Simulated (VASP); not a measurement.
# Te2Pt (Moncheite) (P-3m1) in VASP: relaxation of cell and atoms with PBE

Aim: the relaxation of cell and atoms of Te2Pt (Moncheite) with PBE.

All numbers are computed with VASP 6.6.1; they aren't measurements. Logs are shortened: lines on timing, memory, paths and dates and some standing lists are left out, and cuts for length are marked.

### Step 1. The structure

Symmetry: P-3m1, No. 164, trigonal system. Conventional cell: a = 4.088 Å, b = 4.088 Å, c = 5.342 Å, α = 90.00°, β = 90.00°, γ = 120.00°. Te (site symmetry 3m) is surrounded by 3 Pt at 2.73 Å. Pt (site symmetry -3m) has 6 Te at 2.73 Å as nearest neighbours.

### Step 2. Relaxation of cell and atoms, PBE

The input, INCAR:

```
PREC = Accurate
ENCUT = 600
EDIFF = 1E-7
ISMEAR = 1
SIGMA = 0.1
LREAL = False
LASPH = True
NELM = 80
ALGO = Normal
ISIF = 3
LWAVE = False
LCHARG = False
GGA = PE
IBRION = 2
NSW = 90
EDIFFG = -0.005
```

The input, KPOINTS:

```
Automatic mesh
0
Gamma
  12 12 7
```

The input, POSCAR:

```
Te2Pt                                   
1.0
    4.0876354972      0.0000000000      0.0000000000
   -2.0438177486      3.5399961820      0.0000000000
    0.0000000000     -0.0000000000      5.3416704177
  Te              Pt            
     2     1
Direct
     0.3333333332999970    0.6666666667000030    0.2551419248095311
     0.6666666667000030    0.3333333332999970    0.7448580751904688
     0.0000000000000000    0.0000000000000000    0.0000000000000000
```

Potentials or basis: VASP PAW PBE potentials, release 64 (Te, Pt).

Started as:

```
> cat potpaw_PBE.64/Te/POTCAR potpaw_PBE.64/Pt/POTCAR > POTCAR
> mpirun -np 1 vasp_std > vasp.out
```

OUTCAR:

```text
PREC = Accurate
   ENCUT = 600
   EDIFF = 1E-7
   ISMEAR = 1
   LREAL = False
   LASPH = True
   NELM = 80
   ISIF = 3
   GGA = PE
   IBRION = 2
   NSW = 90
   EDIFFG = -0.005

 ion  position               nearest neighbor table
   1  0.333  0.667  0.255-   3 2.73   3 2.73   3 2.73   2 3.52   2 3.52   2 3.52   2 3.61   2 3.61
                             2 3.61
   2  0.667  0.333  0.745-   3 2.73   3 2.73   3 2.73   1 3.52   1 3.52   1 3.52   1 3.61   1 3.61
                             1 3.61
   3  0.000  0.000  0.000-   1 2.73   2 2.73   2 2.73   1 2.73   2 2.73   1 2.73

  LATTYP: Found a hexagonal cell.
 ALAT       =     4.0876354972
 C/A-ratio  =     1.3067873643

  Lattice vectors:

 A1 = (   4.0876354972,   0.0000000000,   0.0000000000)
 A2 = (  -2.0438177486,   3.5399961820,   0.0000000000)
 A3 = (   0.0000000000,   0.0000000000,   5.3416704177)

Analysis of symmetry for initial positions (statically):
=====================================================================
 Subroutine PRICEL returns:
 Original cell was already a primitive cell.

 Routine SETGRP: Setting up the symmetry group for a
 hexagonal supercell.

 Subroutine GETGRP returns: Found 12 space group operations
 (whereof 12 operations were pure point group operations)
 out of a pool of 24 trial point group operations.

The static configuration has the point symmetry D_3d.

Analysis of symmetry for dynamics (positions and initial velocities):
=====================================================================
 Subroutine PRICEL returns:
 Original cell was already a primitive cell.

 Routine SETGRP: Setting up the symmetry group for a
 hexagonal supercell.

 Subroutine GETGRP returns: Found 12 space group operations
 (whereof 12 operations were pure point group operations)
 out of a pool of 24 trial point group operations.

The dynamic configuration has the point symmetry D_3d.

 Subroutine INISYM returns: Found 12 space group operations
 (whereof 12 operations are pure point group operations),
 and found     1 'primitive' translations

----------------------------------------------------------------------------------------

                                     Primitive cell

  volume of cell :      77.2951

  direct lattice vectors                    reciprocal lattice vectors
     4.087635497  0.000000000  0.000000000     0.244640208  0.141243090  0.000000000
    -2.043817749  3.539996182  0.000000000     0.000000000  0.282486180  0.000000000
     0.000000000  0.000000000  5.341670418     0.000000000  0.000000000  0.187207357

  length of vectors
     4.087635497  4.087635497  5.341670418     0.282486180  0.282486180  0.187207357

  position of ions in fractional coordinates (direct lattice)
     0.333333333  0.666666667  0.255141925
     0.666666667  0.333333333  0.744858075
     0.000000000  0.000000000  0.000000000

  ion indices of the primitive-cell ions
   primitive index   ion index
                 1           1
                 2           2
                 3           3

----------------------------------------------------------------------------------------

 KPOINTS: Automatic mesh

Automatic generation of k-mesh.
 Grid dimensions read from file:
 generate k-points for:   12   12    7

 Generating k-lattice:

  Cartesian coordinates                     Fractional coordinates (reciprocal lattice)
     0.020386684  0.011770258  0.000000000     0.083333333 -0.000000000  0.000000000
     0.000000000  0.023540515  0.000000000     0.000000000  0.083333333  0.000000000
     0.000000000  0.000000000  0.026743908     0.000000000  0.000000000  0.142857143

  Length of vectors
     0.023540515  0.023540515  0.026743908

  Shift w.r.t. Gamma in fractional coordinates (k-lattice)
     0.000000000  0.000000000  0.000000000

 Subroutine IBZKPT returns following result:
 ===========================================

 Found    112 irreducible k-points:

 Following reciprocal coordinates:
            Coordinates               Weight
  0.000000  0.000000  0.000000      1.000000
  0.083333  0.000000  0.000000      6.000000
  0.166667  0.000000  0.000000      6.000000
  0.250000  0.000000  0.000000      6.000000
  0.333333  0.000000  0.000000      6.000000
  0.416667  0.000000  0.000000      6.000000
[... 16 lines left out ...]
  0.166667  0.000000  0.142857      6.000000
  0.000000  0.166667  0.142857      6.000000
 [... further k-points ...]
   k-points           NKPTS =    112   k-points in BZ     NKDIM =    112   number of bands    NBANDS=     15
   number of dos      NEDOS =    301   number of ions     NIONS =      3
   total plane-waves  NPLWV =  62208
   dimension x,y,z NGX =    36 NGY =   36 NGZ =   48
   dimension x,y,z NGXF=    72 NGYF=   72 NGZF=   96
   ions per type =               2   1
   NGX,Y,Z   is equivalent  to a cutoff of  14.64, 14.64, 14.94 a.u.
   NGXF,Y,Z  is equivalent  to a cutoff of  29.28, 29.28, 29.88 a.u.
 SYSTEM =  unknown system
   PREC   = accura    normal or accurate (medium, high low for compatibility)
   ISTART =      0    job   : 0-new  1-cont  2-samecut
   ICHARG =      2    charge: 1-file 2-atom 10-const
   ISPIN  =      1    spin polarized calculation?
   LNONCOLLINEAR =      F non collinear calculations
   LSORBIT =      F    spin-orbit coupling
   LASPH  =      T    aspherical Exc in radial PAW
   ENCUT  =  600.0 eV  44.10 Ry    6.64 a.u.   8.16  8.16 10.67*2*pi/ulx,y,z
   NELM   =     80;   NELMIN=  2; NELMDL= -5     # of ELM steps
   EDIFF  = 0.1E-06   stopping-criterion for ELM
   LREAL  =      F    real-space projection
   EDIFFG = -.5E-02   stopping-criterion for IOM
   NSW    =     90    number of steps for IOM
   IBRION =      2    ionic relax: 0-MD 1-quasi-New 2-CG
   NFREE  =      1    steps in history (QN), initial steepest desc. (CG)
   ISIF   =      3    stress and relaxation
   ISYM   =      2    0-nonsym 1-usesym 2-fastsym
   POTIM  = 0.5000    time-step for ionic-motion
   TEBEG  =    0.0;   TEEND  =   0.0 temperature during run
   PSTRESS=    0.0 pullay stress
   NELECT =      22.0000    total number of electrons
   NUPDOWN=      -1.0000    fix difference up-down
   EMIN   =  10.00;   EMAX   =-10.00  energy-range for DOS
   EFERMI =   0.00;   METHOD = LEGACY
   ISMEAR =     1;   SIGMA  =   0.10  broadening in eV -4-tet -1-fermi 0-gaus
   EFERMI_NEDOS =   21; number of points for ismear=-14 and -15
   IALGO  =     38    algorithm
   IMIX   =      4    mixing-type and parameters
     AMIX     =   0.40;   BMIX     =  1.00
     AMIX_MAG =   1.60;   BMIX_MAG =  1.00
  volume/ion in A,a.u.               =      25.77       173.87
  Fermi-wavevector in a.u.,A,eV,Ry     =   1.076874  2.034997 15.778111  1.159658
  Thomas-Fermi vector in A             =   2.212771
   LORBIT       =      0    0 simple, 1 ext, 2 COOP (PROOUT), +10 PAW based schemes
   GGA     = PE    functional components
   LHFCALC =     F    Hartree Fock is set to
   AEXX    =    0.0000 exact exchange contribution
   IVDW    =     0    specifies the selected vdW correction
   LEPSILON=     F    determine dielectric tensor
   LRPA    =     F    only Hartree local field effects (RPA)
 conjugate gradient relaxation of ions
 non-spin polarized calculation
 Methfessel and Paxton  Order N= 1 SIGMA  =   0.10
  energy-cutoff  :      600.00
  volume of cell :       77.30
 maximum number of plane-waves:      2607
 NGX is ok and might be reduce to    36
   NGX = 17   NGY = 17   NGZ = 21

--------------------------------------- Ionic step        1  -------------------------------------------

 number of electron      21.9999999 magnetization

 Free energy of the ion-electron system (eV)
  ---------------------------------------------------
  ext. energy  EPLUGINS =         0.00000000
  ---------------------------------------------------
  free energy    TOTEN  =       -13.57058530 eV

  energy without entropy =      -13.57097645  energy(sigma->0) =      -13.57071568

------------------------ aborting loop because EDIFF is reached ----------------------------------------

  FORCE on cell =-STRESS in cart. coord.  units (eV):
  Direction    XX          YY          ZZ          XY          YZ          ZX
  --------------------------------------------------------------------------------------
  -------------------------------------------------------------------------------------
  Total        0.0065911      0.0065911      0.0239794      0.0000000      0.0000000      0.0000000
  in kB        0.1366212      0.1366212      0.4970463      0.0000000      0.0000000      0.0000000
  external PRESSURE =       0.2567629 kB  Pullay stress =       0.0000000 kB
[... 244 lines left out ...]
  energy  without entropy=      -13.5709715920  energy(sigma->0) =      -13.57074383

--------------------------------------- Ionic step        8  -------------------------------------------

 number of electron      21.9999999 magnetization

 Free energy of the ion-electron system (eV)
  ---------------------------------------------------
  ext. energy  EPLUGINS =         0.00000000
  ---------------------------------------------------
  free energy    TOTEN  =       -13.57063617 eV

  energy without entropy =      -13.57093818  energy(sigma->0) =      -13.57073684

 E-fermi :   7.9272     XC(G=0): -10.2531

 val. band max:        7.9212340214   @ k =   0.0000   0.3333   0.2857
 cond. band min:       8.0074304441   @ k =  -0.0833   0.2500   0.1429
 fundamental gap:      0.0861964227
 Fermi energy:         7.9272377392

 k-point     1 :       0.0000    0.0000    0.0000
  band No.  band energies     occupation
      1      -5.7282      2.00000
      2      -2.6996      2.00000
      3       1.5395      2.00000
      4       2.4536      2.00000
      5       2.4536      2.00000
      6       4.3345      2.00000
      7       4.3345      2.00000
      8       5.3631      2.00000
      9       7.4376      2.00000
     10       7.4376      2.00000
     11       8.9797     -0.00000
     12       8.9797     -0.00000
     13       9.2262     -0.00000
     14      10.8050      0.00000
     15      11.8646      0.00000
[... 397 lines left out ...]
 k-point    24 :       0.0000    0.1667    0.1429
  band No.  band energies     occupation
      1      -5.3717      2.00000
      2      -3.0128      2.00000
      3       1.8919      2.00000
      4       2.5742      2.00000
      5       2.8657      2.00000
      6       3.9177      2.00000
      7       4.2347      2.00000
      8       4.9699      2.00000
      9       6.1957      2.00000
     10       7.0825      2.00000
     11       8.3908     -0.00000
     12       8.8737     -0.00000
     13       8.9197     -0.00000
     14      11.6003      0.00000
     15      12.4645      0.00000

 [... further k-points ...]

------------------------ aborting loop because EDIFF is reached ----------------------------------------

  FORCE on cell =-STRESS in cart. coord.  units (eV):
  Direction    XX          YY          ZZ          XY          YZ          ZX
  --------------------------------------------------------------------------------------
  -------------------------------------------------------------------------------------
  Total       -0.0043494     -0.0043494     -0.0030267     -0.0000000      0.0000000      0.0000000
  in kB       -0.0899053     -0.0899053     -0.0625633     -0.0000000      0.0000000      0.0000000
  external PRESSURE =      -0.0807913 kB  Pullay stress =       0.0000000 kB
[... 18 lines left out ...]
  FREE ENERGIE OF THE ION-ELECTRON SYSTEM (eV)
  ---------------------------------------------------
  free  energy   TOTEN  =       -13.5706361698 eV

  energy  without entropy=      -13.5709381822  energy(sigma->0) =      -13.57073684

 reached required accuracy - stopping structural energy minimisation
```

Wall time 6.6 min (1 thread of AMD EPYC 9R45 (Zen 5), shared host); peak memory 0.33 GiB.

Results:

* Free energy: -13.5706 eV
* Relaxed volume: 25.84 Å³/atom
* Relaxed cell: a = 4.087 Å, b = 4.087 Å, c = 5.358 Å, α = 90.00°, β = 90.00°, γ = 120.00°
* Space group after relaxing (to 0.05 Å): P-3m1 (No. 164)
* Energy gained by relaxing: 0.0 meV/atom
* Ionic steps: 8
* Pressure after relaxing: 0.0 GPa
* Band gap on the k mesh: none (metal or under the smearing width)

Forces in eV/Å, atoms in the order of the input:
```
Te   0.000  0.000  0.003
Te   0.000  0.000 -0.003
Pt   0.000  0.000  0.000
```

Final structure:
```
CELL_PARAMETERS angstrom
4.08713 0.00000 0.00000
-2.04357 3.53956 0.00000
0.00000 0.00000 5.35781
ATOMIC_POSITIONS crystal
Te 0.33333 0.66667 0.25435
Te 0.66667 0.33333 0.74565
Pt 0.00000 0.00000 0.00000
```
